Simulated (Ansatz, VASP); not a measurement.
## RbBr in VASP and in Ansatz

The input INCAR:

```
ALGO = Normal ; EDIFF = 1E-7
ENCUT = 520 ; GGA = PE
ISIF = 2 ; ISMEAR = -5
LASPH = True ; LCHARG = False
LREAL = False ; LWAVE = False
NBANDS = 15 ; NELM = 100
PREC = Accurate ; SIGMA = 0.1
```

File KPOINTS:

```
k-points
0
Gamma
  7 7 7
```

POSCAR

```
RbBr
1.0
    0.0000000000      3.4275000000      3.4275000000
    3.4275000000      0.0000000000      3.4275000000
    3.4275000000      3.4275000000      0.0000000000
Rb Br
1 1
Direct
    0.0000000000      0.0000000000      0.0000000000
    0.5000000000      0.5000000000      0.5000000000
```

Input for Ansatz:

```yaml
crystal:
  lattice:
    - [0.0, 3.4275, 3.4275]
    - [3.4275, 0.0, 3.4275]
    - [3.4275, 3.4275, 0.0]
  atoms:
    - { symbol: Rb, position: [0.0, 0.0, 0.0] }
    - { symbol: Br, position: [0.5, 0.5, 0.5] }
kpoints:
  mp_grid: { grid: [7, 7, 7] }
scf:
  occupations: { method: tetrahedron }
hamiltonian:
  xc: pbe
  pseudopotentials: { kind: all_electron, lapw: { basis_error: 0.001 } }
output:
  forces: true
  stress: true
  eigenvalues: true
```

Alike in both runs: task single point; functional PBE; k mesh 7 × 7 × 7; occupations tetrahedron; no spin polarisation.

```csv
,VASP,Ansatz
version,VASP 6.6.1,Ansatz 0.2.0
potentials or method,"VASP PAW PBE potentials, release 64 (Rb_sv, Br)","all-electron LAPW, scalar-relativistic"
plane-wave cutoff (eV),520,see its input
```

```tsv
	VASP	Ansatz	Ansatz less VASP
gap on the k mesh at the Fermi level (eV)	4.36	4.36	+0.002
pressure (GPa)	1.0	1.0	-0.03
```

Ansatz ran all-electron here, so the differences hold the error of VASP's frozen core and of both bases. Ansatz warned: «band_table_not_solved_further».

Caveats: an odd mesh through Γ misses points on the zone boundary, where band edges often lie.
